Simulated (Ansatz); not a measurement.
# A series in volume scale on GaP

Periodic Kohn-Sham DFT of a crystal at fixed atoms, scaled to volume_scale times the given cell; pressure positive in compression, energy less spherical unpolarised free atoms, largest_vzz the field gradient of largest size among the nuclei. The results are calculated, by Ansatz 0.2.0.

The cell before it is scaled or strained (space group Fm-3m, No. 225):
```
cell vectors (Å)
   0.0000     2.5805     2.5805
   2.5805     0.0000     2.5805
   2.5805     2.5805     0.0000
atoms (fractions of the cell vectors)
Ga  0.00000  0.00000  0.00000
P   0.50000  0.50000  0.50000
```

Settings of every row: method all-electron LAPW; functional PBE; relativity scalar; k mesh 12x12x12; filling fermi-dirac; smearing width 0.05 eV; basis error target 1 meV/atom; nucleus gaussian.

Atom start moment: 0 on all atoms.

Limits: the cell comes from a prototype or a list of computed structures and needn't be the stable phase.

| row | volume scale | V (Å³/atom) | energy less free atoms (eV/atom) | pressure (GPa) |
| --- | --- | --- | --- | --- |
| 1 | 0.95 | 16.324 | -4.1359 | 5.049 |
| 2 | 0.975 | 16.754 | ? | ? |
| 3 | 1 | 17.183 | -4.1488 | 0.021 |
| 4 | 1.025 | 17.613 | -4.1461 | -2.007 |
| 5 | 1.05 | 18.043 | -4.1383 | -3.766 |

Question: what energy less free atoms and pressure should row 2 give?

Worked fit of energy less free atoms. Take u = (V_r/V)^(2/3) − 1 with V_r = 17.398 Å³ an atom, which is twice the finite (Eulerian) strain; such expansions in the strain, on which the Birch-Murnaghan equation of state is built, carry the rest volume and the bulk modulus. The shown rows have u = 0.04339, 0.00832, -0.00815, -0.02398. Least squares give energy less free atoms = −4.14814 − 0.164 × u + 10.277 × u² eV/atom; a straight line predicts inner rows, each left out in turn, worse (root mean square 0.0071 against 3.3e-05 eV/atom). All shown rows lie on it to the printed digit. Its lowest point lies at u = 0.0080, or V = 17.19 Å³ an atom, and the curvature there gives the bulk modulus at fixed shape and fractions, B = (4/9)(1 + u)² E″(u)/V = 86.5 GPa. The withheld row has u = 0.02546, so the fit gives −4.14814 − 0.164 × (0.02546) + 10.277 × (0.02546)² = -4.1457 eV/atom.

The calculation gave -4.1457 eV/atom. The fit meets it to the printed digit.

Worked fit of pressure. Take u = (V_r/V)^(2/3) − 1 with V_r = 17.398 Å³ an atom, which is twice the finite (Eulerian) strain; such expansions in the strain, on which the Birch-Murnaghan equation of state is built, carry the rest volume and the bulk modulus. The shown rows have u = 0.04339, 0.00832, -0.00815, -0.02398. Least squares give pressure = −1.03 + 123.323 × u + 386.56 × u² GPa; a straight line predicts inner rows, each left out in turn, worse (root mean square 0.27 against 0.005 GPa). The rows lie off it by 0.000, -0.002, 0.002, -0.001. The pressure vanishes at u = 0.0081, or V = 17.19 Å³ an atom, and there the bulk modulus at fixed shape and fractions is B = −V dP/dV = (2/3)(1 + u) dP/du = 87.1 GPa. The withheld row has u = 0.02546, so the fit gives −1.03 + 123.323 × (0.02546) + 386.56 × (0.02546)² = 2.360 GPa.

The calculation gave 2.358 GPa. The fit lies 0.002 GPa (0.023 % of the column's range) above it; its largest miss of a shown row is 0.002 GPa.
